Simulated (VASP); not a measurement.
Write the native input for VASP 6.6.1 that does the following.

```
Task                   : relaxation of cell and atoms
Functional             : r2SCAN
Potentials or basis    : VASP PAW PBE potentials, release 64 (I, K_sv)
Cutoff                 : 600 eV
k mesh                 : 7 × 7 × 7
Occupations            : fermi-dirac, width 0.05 eV
Spin                   : no spin polarisation
Further INCAR settings : ALGO = Normal; EDIFF = 1e-06; IBRION = 2; EDIFFG = -0.005; NSW = 40; ISIF = 3
```

The structure of KI lies in POSCAR:

```
KI
1.0
    0.0000000000      3.5327750000      3.5327750000
    3.5327750000      0.0000000000      3.5327750000
    3.5327750000      3.5327750000      0.0000000000
I K
1 1
Direct
    0.5000000000      0.5000000000      0.5000000000
    0.0000000000      0.0000000000      0.0000000000
```

These files were run (other wordings do the same):

INCAR

```
SYSTEM = KI
PREC = Accurate
ENCUT = 600
EDIFF = 1E-6
ISMEAR = -1
SIGMA = 0.05
LREAL = .FALSE.
LASPH = .TRUE.
NELM = 80
ALGO = Normal
ISIF = 3
LWAVE = .FALSE.
LCHARG = .FALSE.
METAGGA = R2SCAN
LMIXTAU = .TRUE.
IBRION = 2
NSW = 40
EDIFFG = -0.005
```

KPOINTS

```
regular mesh
0
G
  7 7 7
  0 0 0
```

Potentials or basis: VASP PAW PBE potentials, release 64 (I, K_sv).

The run is started by

```bash
$ cat potpaw_PBE.64/I/POTCAR potpaw_PBE.64/K_sv/POTCAR > POTCAR
$ mpirun -np 1 vasp_std > vasp.out
```

Results of the run:

| Quantity | Value |
| --- | --- |
| Relaxed volume | 44.65 Å³/atom |
| Relaxed cell | a = 5.017 Å, b = 5.017 Å, c = 5.017 Å, α = 60.00°, β = 60.00°, γ = 60.00° |
| Space group after relaxing (to 0.05 Å) | Fm-3m (No. 225) |
| Energy gained by relaxing | 0.3 meV/atom |
| Ionic steps | 4 |
| Pressure after relaxing | 0.0 GPa |
| Band gap on the k mesh | 4.58 eV, direct |

Caveat: the PAW data sets were made with another functional, which shifts forces and pressure a little; spin-orbit coupling is left out, which moves the levels of the heavy elements; an odd mesh through Γ misses points on the zone boundary, where band edges often lie.

Run time: 4.4 min on 1 thread of Intel(R) Xeon(R) Platinum 8488C (Sapphire Rapids) (shared host), peak memory 0.27 GiB.
